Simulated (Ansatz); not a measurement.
**Zinc, A15 under PBE: structure and ground-state energy**

What does PBE give for zinc in the A15 structure? We relax it, then solve it on a dense k-mesh. Spin polarisation is left out. The k-meshes are 5×5×5 for the relaxation; 7×7×7 for the dense run.

Method: DFT PBE, plane waves (420 eV) with PAW, scalar-relativistic, in Ansatz 0.2.0.

### Step 1. The structure to begin with

It takes space group Pm-3n (No. 223, cubic). The conventional cell has a = 4.955 Å, b = 4.955 Å, c = 4.955 Å, α = 90.00°, β = 90.00°, γ = 90.00°. Zn (site symmetry m-3) is surrounded by 12 Zn at 2.77 Å. Around Zn (site symmetry -4m2) lie 6 Zn at 2.48 to 2.77 Å.

Structure file:

```
Zn
1.0
     4.95539    0.00000    0.00000
     0.00000    4.95539    0.00000
     0.00000    0.00000    4.95539
Zn
8
Cartesian
  0.0000 0.0000 0.0000
  2.4777 2.4777 2.4777
  1.2388 0.0000 2.4777
  3.7165 0.0000 2.4777
  2.4777 1.2388 0.0000
  2.4777 3.7165 0.0000
  0.0000 2.4777 1.2388
  0.0000 2.4777 3.7165
```

### Step 2. Geometry optimisation

Contents of input.yaml:

```yaml
crystal:
  lattice:
    - [4.9553948694, 0.0, 0.0]
    - [0.0, 4.9553948694, 0.0]
    - [0.0, 0.0, 4.9553948694]
  atoms:
    - { symbol: Zn, position: [0.0, 0.0, 0.0] }
    - { symbol: Zn, position: [0.5, 0.5, 0.5] }
    - { symbol: Zn, position: [0.25, 0.0, 0.5] }
    - { symbol: Zn, position: [0.75, 0.0, 0.5] }
    - { symbol: Zn, position: [0.5, 0.25, 0.0] }
    - { symbol: Zn, position: [0.5, 0.75, 0.0] }
    - { symbol: Zn, position: [0.0, 0.5, 0.25] }
    - { symbol: Zn, position: [0.0, 0.5, 0.75] }
hamiltonian:
  xc: pbe
  pseudopotentials:
    kind: paw
    azcp:
      Zn: "pseudopotentials/Zn.paw.azcp"
basis:
  ecutwfc: 420
  fft_grid_basis: typed
kpoints:
  mp_grid: { grid: [5, 5, 5], shift: [0, 0, 0] }
magnetization:
  spin_polarized: false
scf:
  occupations: { method: fermi_dirac, width: 0.1 }
relax:
  max_steps: 60
  f_tol: 0.01
  cell: {}
```

The log of the run:

```text
Engine: ansatz 0.2.0, x86_64-unknown-linux-gnu
Pseudopotentials: kind: paw
Pseudopotential: Zn, paw, valence charge 12, recommended cutoff 420 eV (normal), <dir>
Functional definition: PBE
  parameter kappa = 0.804
  parameter beta = 0.06672455060314922
  exchange = pbe_x(kappa = kappa, mu = beta*pi^2/3)
  correlation = pbe_c(beta = beta)
Crystal: 8 atoms, lattice volume = 121.684 Å³
Basis set: ecut = 420 eV, 2373 PW (Γ), exchange–correlation on 72×72×72 points (8 copies of the dense FFT grid, shifted against one another)
Bands: 58, of which v1, the nominal top of the filled ones, is band 48 counted from 1 (47 counted from 0)
Symmetry: 48 space group operations
Space group: Pm-3n (ITA 223), of the structure as read, at distance tolerance 5.0e-5 Å
k-points: 10 of 125
Non-local potential: Zn, projectors of the file, l = 0: 2, l = 1: 2, l = 2: 3, l = 3: 1
PAW form: soft (Blöchl's): semilocal exchange-correlation on the pseudo side does not see the compensation charge
PAW one-centre angular grid: Zn, 590 points (default); XC on 64 Gauss nodes
Initial density: superposition of atomic densities (neutral atoms: chi_scale 0, normalization atom), corrected by the library's trained network
Initial wavefunctions: pseudopotential atomic-orbital guess
Functional: x = pbe(κ = 0.804, μ = 0.2195149727645171), c = pbe(β = 0.06672455060314922)
SCF iter   1: F=—  HF=-26551.940983 eV  |F-HF|=—  |Δ(HF+E_count)|=         —  Δρ=1.62e-3  dr2=3.76e-3  ethr=1.77e-3  ⟨swp⟩=7.8  Hψ=2380  notcnv=0  defer=2
preconditioner: auto → Kerker (q_TF=auto, 2.623 Å⁻¹)  [metal: Δε(μ)=0.088 eV  Ē_g=10.759 eV  σ=0.100 eV  W_gap=0.21  n_scr=32 (ndim 8)  ℏωp=33.0 eV  f_vac=0.000  D(μ)=2.61/eV (n_scr^D=18)]
SCF iter   2: F=—  HF=-26551.942397 eV  |F-HF|=—  |Δ(HF+E_count)|=   1.41e-3  Δρ=9.14e-4  dr2=1.62e-3  ethr=3.92e-6  ⟨swp⟩=2.3  Hψ=1115  notcnv=0  defer=5
SCF iter   3: F=—  HF=-26551.942284 eV  |F-HF|=—  |Δ(HF+E_count)|=   1.12e-4  Δρ=8.65e-4  dr2=5.85e-4  ethr=1.68e-6  ⟨swp⟩=2.0  Hψ=1043  notcnv=0  defer=5
SCF iter   4: F=—  HF=-26551.941946 eV  |F-HF|=—  |Δ(HF+E_count)|=   3.38e-4  Δρ=1.08e-4  dr2=1.76e-5  ethr=6.09e-7  ⟨swp⟩=2.0  Hψ=1039  notcnv=0  defer=5
SCF iter   5: F=—  HF=-26551.941997 eV  |F-HF|=—  |Δ(HF+E_count)|=   5.09e-5  Δρ=5.48e-5  dr2=2.32e-6  ethr=1.83e-8  ⟨swp⟩=2.0  Hψ=1049  notcnv=0  defer=5
SCF iter   6: F=-26551.941996 eV  HF=-26551.941996 eV  |F-HF|=6.33e-10  |Δ(HF+E_count)|=   6.07e-7  Δρ=1.02e-5  dr2=9.48e-8  ethr=1.04e-10  ⟨swp⟩=3.5  Hψ=2660  notcnv=0
SCF 1 converged in 6 iterations: F = -26551.941996 eV  dr2 = 9.48e-8
relax step   1: F+E_penalty+E_count = -26551.94199622 eV  Δ(F+E_penalty+E_count) = +0.000e0 eV  max|allowed force component| = 5.016e-17 eV/Å  Δτ_max = 0.0000 Å  P = +0.405 GPa  Ω = 121.684 Å³  (6 SCF iters, dr2 threshold 1.00e-7 eV, accepted)
Crystal: 8 atoms, lattice volume = 122.197 Å³
Initial density: handed on by an earlier stage of this run
Initial wavefunctions: those handed on with the density
iter 1 solved again at ethr=2.91e-7 eV; its pass at ethr=3.10e-3 eV (dr2=2.80e-4 eV) is discarded
SCF iter   1: F=—  HF=-26551.942440 eV  |F-HF|=—  |Δ(HF+E_count)|=         —  Δρ=4.36e-4  dr2=1.59e-4  ethr=2.91e-7  ⟨swp⟩=2.0  Hψ=2427  notcnv=0
preconditioner: auto → Kerker (q_TF=auto, 2.621 Å⁻¹)  [metal: Δε(μ)=0.076 eV  Ē_g=10.737 eV  σ=0.100 eV  W_gap=0.18  n_scr=32 (ndim 8)  ℏωp=32.9 eV  f_vac=0.000  D(μ)=2.67/eV (n_scr^D=18)]
SCF iter   2: F=—  HF=-26551.942453 eV  |F-HF|=—  |Δ(HF+E_count)|=   1.31e-5  Δρ=9.47e-5  dr2=1.05e-5  ethr=1.66e-7  ⟨swp⟩=2.0  Hψ=986  notcnv=0
SCF iter   3: F=—  HF=-26551.942443 eV  |F-HF|=—  |Δ(HF+E_count)|=   9.60e-6  Δρ=1.02e-4  dr2=1.21e-5  ethr=1.09e-8  ⟨swp⟩=2.0  Hψ=1001  notcnv=0
SCF iter   4: F=—  HF=-26551.942439 eV  |F-HF|=—  |Δ(HF+E_count)|=   4.35e-6  Δρ=3.27e-5  dr2=4.59e-7  ethr=1.09e-8  ⟨swp⟩=2.2  Hψ=910  notcnv=0
SCF iter   5: F=-26551.942439 eV  HF=-26551.942440 eV  |F-HF|=3.41e-7  |Δ(HF+E_count)|=   6.75e-7  Δρ=1.64e-5  dr2=1.61e-7  ethr=4.26e-10  ⟨swp⟩=4.4  Hψ=2162  notcnv=0
SCF 2 converged in 5 iterations: F = -26551.942439 eV  dr2 = 1.61e-7
relax step   2: F+E_penalty+E_count = -26551.94243927 eV  Δ(F+E_penalty+E_count) = -4.431e-4 eV  max|allowed force component| = 1.975e-16 eV/Å  Δτ_max = 0.0000 Å  P = +0.111 GPa  Ω = 122.197 Å³  energy of the carried Pulay correction = -3.790e-4 eV  (5 SCF iters, dr2 threshold 4.09e-7 eV, accepted)
Crystal: 8 atoms, lattice volume = 122.391 Å³
iter 1 solved again at ethr=4.28e-8 eV; its pass at ethr=3.10e-3 eV (dr2=4.11e-5 eV) is discarded
SCF iter   1: F=—  HF=-26551.942320 eV  |F-HF|=—  |Δ(HF+E_count)|=         —  Δρ=1.67e-4  dr2=2.39e-5  ethr=4.28e-8  ⟨swp⟩=2.0  Hψ=2438  notcnv=0
preconditioner: auto → Kerker (q_TF=auto, 2.620 Å⁻¹)  [metal: Δε(μ)=0.073 eV  Ē_g=10.725 eV  σ=0.100 eV  W_gap=0.18  n_scr=32 (ndim 8)  ℏωp=32.9 eV  f_vac=0.000  D(μ)=2.68/eV (n_scr^D=18)]
SCF iter   2: F=—  HF=-26551.942366 eV  |F-HF|=—  |Δ(HF+E_count)|=   4.57e-5  Δρ=3.90e-5  dr2=1.76e-6  ethr=2.49e-8  ⟨swp⟩=2.0  Hψ=988  notcnv=0
SCF iter   3: F=—  HF=-26551.942365 eV  |F-HF|=—  |Δ(HF+E_count)|=   1.42e-6  Δρ=3.97e-5  dr2=1.86e-6  ethr=1.83e-9  ⟨swp⟩=2.0  Hψ=1004  notcnv=0
SCF iter   4: F=—  HF=-26551.942364 eV  |F-HF|=—  |Δ(HF+E_count)|=   6.40e-7  Δρ=1.30e-5  dr2=7.55e-8  ethr=1.83e-9  ⟨swp⟩=2.3  Hψ=995  notcnv=0
SCF iter   5: F=—  HF=-26551.942364 eV  |F-HF|=—  |Δ(HF+E_count)|=   1.16e-7  Δρ=9.39e-6  dr2=4.94e-8  ethr=3.20e-11  ⟨swp⟩=5.0  Hψ=2302  notcnv=0
SCF iter   6: F=-26551.942364 eV  HF=-26551.942364 eV  |F-HF|=6.29e-10  |Δ(HF+E_count)|=   3.21e-8  Δρ=1.23e-6  dr2=1.28e-9  ethr=3.20e-11  ⟨swp⟩=2.9  Hψ=2505  notcnv=0
SCF 3 converged in 6 iterations: F = -26551.942364 eV  dr2 = 1.28e-9
relax step   3: F+E_penalty+E_count = -26551.94236398 eV  Δ(F+E_penalty+E_count) = +7.529e-5 eV  max|allowed force component| = 7.633e-17 eV/Å  Δτ_max = 0.0000 Å  P = +0.001 GPa  Ω = 122.391 Å³  energy of the carried Pulay correction = -5.224e-4 eV  (6 SCF iters, dr2 threshold 3.07e-8 eV, accepted)
Initial wavefunctions: pseudopotential atomic-orbital guess (no wavefunctions were taken with the density)
iter 1 solved again at ethr=1.33e-8 eV; its pass at ethr=3.10e-3 eV (dr2=1.27e-5 eV) is discarded
SCF iter   1: F=—  HF=-26551.942748 eV  |F-HF|=—  |Δ(HF+E_count)|=         —  Δρ=8.72e-6  dr2=2.83e-8  ethr=1.33e-8  ⟨swp⟩=3.1  Hψ=3999  notcnv=0
preconditioner: auto → Kerker (q_TF=auto, 2.620 Å⁻¹)  [metal: Δε(μ)=0.074 eV  Ē_g=10.723 eV  σ=0.100 eV  W_gap=0.18  n_scr=32 (ndim 8)  ℏωp=32.9 eV  f_vac=0.000  D(μ)=2.68/eV (n_scr^D=18)]
SCF iter   2: F=—  HF=-26551.942799 eV  |F-HF|=—  |Δ(HF+E_count)|=   5.11e-5  Δρ=1.68e-5  dr2=1.73e-7  ethr=2.95e-11  ⟨swp⟩=2.1  Hψ=1076  notcnv=0
SCF iter   3: F=—  HF=-26551.942799 eV  |F-HF|=—  |Δ(HF+E_count)|=   2.95e-9  Δρ=3.48e-6  dr2=8.17e-9  ethr=2.95e-11  ⟨swp⟩=2.0  Hψ=1063  notcnv=0
SCF iter   4: F=—  HF=-26551.942799 eV  |F-HF|=—  |Δ(HF+E_count)|=   1.52e-8  Δρ=8.98e-7  dr2=3.36e-10  ethr=8.51e-12  ⟨swp⟩=2.0  Hψ=1062  notcnv=0
SCF iter   5: F=—  HF=-26551.942799 eV  |F-HF|=—  |Δ(HF+E_count)|=   1.83e-9  Δρ=3.06e-7  dr2=6.40e-11  ethr=1.00e-12  ⟨swp⟩=5.0  Hψ=2517  notcnv=0
SCF iter   6: F=-26551.942799 eV  HF=-26551.942799 eV  |F-HF|=1.09e-11  |Δ(HF+E_count)|=  2.18e-11  Δρ=1.49e-7  dr2=9.61e-12  ethr=1.00e-12  ⟨swp⟩=4.4  Hψ=2108  notcnv=0
SCF 4 converged in 6 iterations: F = -26551.942799 eV  dr2 = 9.61e-12
relax step   4: F+E_penalty+E_count = -26551.94279923 eV  Δ(F+E_penalty+E_count) = -4.353e-4 eV  max|allowed force component| = 9.714e-17 eV/Å  Δτ_max = 0.0000 Å  P = +0.002 GPa  Ω = 122.391 Å³  stress off target by 1.65e-3 GPa  SCF on the basis re-selected at this cell (its energy is not comparable with the rows above)  (6 SCF iters)
basis re-selected at this cell: Δ(F+E_penalty+E_count) = -4.353e-4 eV, ΔP = +0.000 GPa vs the last step (what re-selecting the basis moved, of the pressure what is left beyond the Pulay correction that the steps carried, after the strain that the cell walked since its last selection, with what the two solves' SCF thresholds leave and, on support functions, any second-order correction that the steps lacked; it is no measure of the basis error at this ecutwfc). This SCF's stress stands 1.65e-3 GPa from its target on what of the cell is left free (relax.cell.stress_tol is 5.00e-2 GPa) and its largest allowed force component is 9.71e-17 eV/Å (relax.f_tol is 1.00e-2 eV/Å): within both
SCF converged after 6 iterations
Free energy (F): -26551.942799 eV
Harris-Foulkes:  -26551.942799 eV  (|F-HF|=1.09e-11)
Internal energy: -26551.857288 eV  (E = F + TS)
E sigma→0 (E₀):  -26551.900044 eV
Entropy (-TS):   -0.085511 eV (-10.689 meV/atom)
Fermi energy:    10.944672 eV
--- Per-component energies (eV) ---
  E_band       = 384.267437
  E_kinetic    = 1047.430964
  E_local      = -12319.363647  (includes V_loc(G=0)·N_el)
  E_nonlocal   = 4885.466909
  E_hartree    = 5163.200311
  E_xc         = -1101.230851
  E_vxc        = -420.268452  (∫ρ·V_xc dr)
  E_paw        = -14599.266247  (= ΣΔE_a)
  E_vpaw       = -3135.395973  (= ΣTr[D̂ρ^β])
  E_aug_tail   = -0.002769  (compensation charges beyond the density's cutoff)
  E_ewald      = -9628.091957
  E_smearing   = -0.085511  (= −TS)
  E_closure    = 0.000000  (closes the sum)
  Σ components = -26551.942799   (vs F -26551.942799, Δ=0.00e0)
--- Forces (eV/Å), atoms counted from 1 ---
  atom   1  Zn     0.00000000    -0.00000000     0.00000000
  atom   2  Zn    -0.00000000    -0.00000000     0.00000000
  atom   3  Zn     0.00000000    -0.00000000     0.00000000
  atom   4  Zn    -0.00000000     0.00000000    -0.00000000
  atom   5  Zn     0.00000000     0.00000000    -0.00000000
  atom   6  Zn    -0.00000000    -0.00000000     0.00000000
  atom   7  Zn    -0.00000000     0.00000000     0.00000000
  atom   8  Zn     0.00000000    -0.00000000    -0.00000000
  max |Σ_I F_I| component: 2.89e-17 eV/Å
--- Stress (GPa, compression-positive) ---
        0.001649      -0.000000      -0.000000
       -0.000000       0.001649      -0.000000
       -0.000000      -0.000000       0.001649
  P = ⅓ Tr σ = 0.0016 GPa (0.016 kbar)
--- Relaxed structure (3 steps of the walk, 3 accepted, 1 SCFs on fresh bases) ---
  F+E_penalty+E_count = -26551.94279923 eV   max|allowed force component| = 9.714e-17 eV/Å   (the final SCF, on the basis selected at the relaxed cell)
  cell:  # Å, volume = 122.3912 Å³
    - [4.964971374627022, -6.410989456804646e-34, 1.6049416203226965e-35]
    - [-6.410989456804646e-34, 4.964971374627022, 0.0]
    - [1.6049416203226965e-35, 0.0, 4.964971374627022]
  atoms:
    - { symbol: Zn, position: [1.700357636224936e-35, 1.7560241064584904e-35, -6.88239995614855e-36] }
    - { symbol: Zn, position: [0.5, 0.5, 0.5] }
    - { symbol: Zn, position: [0.25, -1.523237049118172e-35, 0.5] }
    - { symbol: Zn, position: [0.75, -2.160365103882217e-34, 0.5] }
    - { symbol: Zn, position: [0.5, 0.25, -4.2508940905623385e-35] }
    - { symbol: Zn, position: [0.5, 0.75, -2.9553835105814353e-35] }
    - { symbol: Zn, position: [-3.8055623286939025e-35, 0.5, 0.25] }
    - { symbol: Zn, position: [-3.805562328693903e-35, 0.5, 0.75] }
```

It took 18 s on 2 threads of an x86-64 CPU, shared host; peak memory 0.65 GiB.

Step by step:

```tsv
step	energy change (meV/atom)	largest force (eV/Å)	pressure (GPa)	volume (Å³/atom)
1	0.00	0.0000	0.40	15.211
2	-0.06	0.0000	0.11	15.275
3	-0.05	0.0000	0.00	15.299
4	-0.10	0.0000	0.00	15.299
```

Steps that repeat a cell are solved on a basis chosen anew, so their changes of energy are no gain of the relaxation.

The cell of the run, before and after:

|  | before | after | change |
| --- | --- | --- | --- |
| a (Å) | 4.955 | 4.965 | +0.2 % |
| b (Å) | 4.955 | 4.965 | +0.2 % |
| c (Å) | 4.955 | 4.965 | +0.2 % |
| volume (Å³/atom) | 15.211 | 15.299 | +0.6 % |
| shortest distance (Å) | 2.478 | 2.482 | +0.2 % |
| space group (spins left aside) | Pm-3n | Pm-3n | same |

### Step 3. The energy on a finer k-mesh

Contents of input.yaml:

```yaml
crystal:
  lattice:
    - [4.9649713746, 0.0, 0.0]
    - [0.0, 4.9649713746, 0.0]
    - [0.0, 0.0, 4.9649713746]
  atoms:
    - { symbol: Zn, position: [0.0, 0.0, 1.0] }
    - { symbol: Zn, position: [0.5, 0.5, 0.5] }
    - { symbol: Zn, position: [0.25, 1.0, 0.5] }
    - { symbol: Zn, position: [0.75, 1.0, 0.5] }
    - { symbol: Zn, position: [0.5, 0.25, 1.0] }
    - { symbol: Zn, position: [0.5, 0.75, 1.0] }
    - { symbol: Zn, position: [1.0, 0.5, 0.25] }
    - { symbol: Zn, position: [1.0, 0.5, 0.75] }
hamiltonian:
  xc: pbe
  pseudopotentials:
    kind: paw
    azcp:
      Zn: "pseudopotentials/Zn.paw.azcp"
basis:
  ecutwfc: 420
  fft_grid_basis: typed
kpoints:
  mp_grid: { grid: [7, 7, 7], shift: [0, 0, 0] }
magnetization:
  spin_polarized: false
scf:
  occupations: { method: fermi_dirac, width: 0.1 }
```

The log of the run:

```text
[... 8 set-up lines as earlier in the session ...]
Crystal: 8 atoms, lattice volume = 122.391 Å³
Basis set: ecut = 420 eV, 2373 PW (Γ)
Bands: 56, of which v1, the nominal top of the filled ones, is band 48 counted from 1 (47 counted from 0)
[... 2 set-up lines as earlier in the session ...]
k-points: 20 of 343
[... 6 set-up lines as earlier in the session ...]
SCF iter   1: F=—  HF=-26552.011105 eV  |F-HF|=—  |Δ(HF+E_count)|=         —  Δρ=1.01e-3  dr2=9.48e-4  ethr=1.77e-3  ⟨swp⟩=9.1  Hψ=4799  notcnv=0  defer=2
preconditioner: auto → Kerker (q_TF=auto, 2.620 Å⁻¹)  [metal: Δε(μ)=0.157 eV  Ē_g=10.059 eV  σ=0.100 eV  W_gap=0.37  n_scr=32 (ndim 8)  ℏωp=32.9 eV  f_vac=0.000  D(μ)=2.26/eV (n_scr^D=18)]
SCF iter   2: F=—  HF=-26552.012502 eV  |F-HF|=—  |Δ(HF+E_count)|=   1.40e-3  Δρ=5.44e-4  dr2=2.56e-4  ethr=9.87e-7  ⟨swp⟩=2.0  Hψ=2257  notcnv=0  defer=3
SCF iter   3: F=—  HF=-26552.012533 eV  |F-HF|=—  |Δ(HF+E_count)|=   3.13e-5  Δρ=3.34e-4  dr2=1.37e-4  ethr=2.67e-7  ⟨swp⟩=2.0  Hψ=2013  notcnv=0  defer=3
SCF iter   4: F=—  HF=-26552.012542 eV  |F-HF|=—  |Δ(HF+E_count)|=   8.98e-6  Δρ=7.21e-5  dr2=6.83e-6  ethr=1.43e-7  ⟨swp⟩=2.0  Hψ=2041  notcnv=0  defer=3
SCF iter   5: F=—  HF=-26552.012546 eV  |F-HF|=—  |Δ(HF+E_count)|=   3.80e-6  Δρ=3.82e-5  dr2=1.17e-6  ethr=7.12e-9  ⟨swp⟩=2.0  Hψ=2064  notcnv=0  defer=3
SCF iter   6: F=—  HF=-26552.012546 eV  |F-HF|=—  |Δ(HF+E_count)|=   2.23e-7  Δρ=1.44e-5  dr2=1.85e-7  ethr=1.22e-9  ⟨swp⟩=2.0  Hψ=1944  notcnv=0  defer=3
SCF iter   7: F=-26552.012546 eV  HF=-26552.012546 eV  |F-HF|=5.20e-8  |Δ(HF+E_count)|=   5.53e-8  Δρ=7.66e-6  dr2=4.53e-8  ethr=1.04e-10  ⟨swp⟩=3.0  Hψ=3062  notcnv=0
SCF 1 converged in 7 iterations: F = -26552.012546 eV  dr2 = 4.53e-8
SCF converged after 7 iterations
Free energy (F): -26552.012546 eV
Harris-Foulkes:  -26552.012546 eV  (|F-HF|=5.20e-8)
Internal energy: -26551.936730 eV  (E = F + TS)
E sigma→0 (E₀):  -26551.974638 eV
Entropy (-TS):   -0.075816 eV (-9.477 meV/atom)
Fermi energy:    10.807675 eV
--- Per-component energies (eV) ---
  E_band       = 384.870987
  E_kinetic    = 1047.655948
  E_local      = -12319.778234  (includes V_loc(G=0)·N_el)
  E_nonlocal   = 4884.900437
  E_hartree    = 5163.405436
  E_xc         = -1101.494879
  E_vxc        = -420.573203  (∫ρ·V_xc dr)
  E_paw        = -14598.530711  (= ΣΔE_a)
  E_vpaw       = -3134.128644  (= ΣTr[D̂ρ^β])
  E_aug_tail   = -0.002769  (compensation charges beyond the density's cutoff)
  E_ewald      = -9628.091958
  E_smearing   = -0.075816  (= −TS)
  E_closure    = 0.000000  (closes the sum)
  Σ components = -26552.012546   (vs F -26552.012546, Δ=0.00e0)
```

Wall time 7 s (2 threads of an x86-64 CPU, shared host); peak memory 0.64 GiB.

### Step 4. Outcome

| quantity | value |
| --- | --- |
| space group (spins left aside) | Pm-3n (No. 223) |
| conventional cell | a = 4.965 Å |
| volume | 15.299 Å³/atom |
| shortest distance | 2.482 Å |
| gap on the mesh | none (levels filled in part) |
| relative to hcp | +33 meV/atom |

What this shows: From the guessed start the volume grew by 0.6 % in 4 steps. Against the reference form of zinc (hcp, computed apart with the same settings) it stands 33 meV/atom higher. Levels at the Fermi energy are filled in part, as in a metal. Relaxation kept the symmetry; phonons were not checked.
